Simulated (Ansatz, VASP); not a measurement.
**One calculation of Y, two programs**

Contents of INCAR:

```
  PREC = Accurate
  ENCUT = 520
  EDIFF = 1E-6
  ISMEAR = -1
  SIGMA = 0.08
  LREAL = F
  LASPH = T
  NELM = 80
  ALGO = Normal
  ISIF = 2
  LWAVE = F
  LCHARG = F
  GGA = PE
  NBANDS = 12
```

File KPOINTS:

```
regular mesh
0
Gamma
  11 11 11
```

File POSCAR:

```
Y
1.0
    3.2383518682      0.0000000000      0.0000000000
    0.0000000000      3.2383518682      0.0000000000
    0.0000000000      0.0000000000      3.2383518682
Y
1
Direct
    0.0000000000      0.0000000000      0.0000000000
```

Input for Ansatz:

```yaml
crystal:
  lattice:
    - [3.2383518682, 0.0, 0.0]
    - [0.0, 3.2383518682, 0.0]
    - [0.0, 0.0, 3.2383518682]
  atoms:
    - { symbol: "Y", position: [0.0, 0.0, 0.0] }
kpoints:
  mp_grid: { grid: [11, 11, 11] }
scf:
  occupations: { method: fermi_dirac, width: 0.08 }
hamiltonian:
  xc: pbe
  pseudopotentials: { kind: all_electron, lapw: { basis_error: 0.001 } }
output:
  forces: true
  stress: true
  eigenvalues: true
```

Change from the starting cell: volume scaled by 0.975.

Alike in both runs: task single point; functional PBE; k mesh 11 × 11 × 11; occupations fermi-dirac, width 0.08 eV; no spin polarisation.

|  | VASP | Ansatz |
| --- | --- | --- |
| version | VASP 6.6.1 | Ansatz 0.2.0 |
| potentials or method | VASP PAW PBE potentials, release 64 (Y_sv) | all-electron LAPW, scalar-relativistic |
| plane-wave cutoff (eV) | 520 | see its input |

|  | VASP | Ansatz | Ansatz less VASP |
| --- | --- | --- | --- |
| pressure (GPa) | 0.7 | 0.7 | +0.06 |

Ansatz ran all-electron here, so the differences hold the error of VASP's frozen core and of both bases.
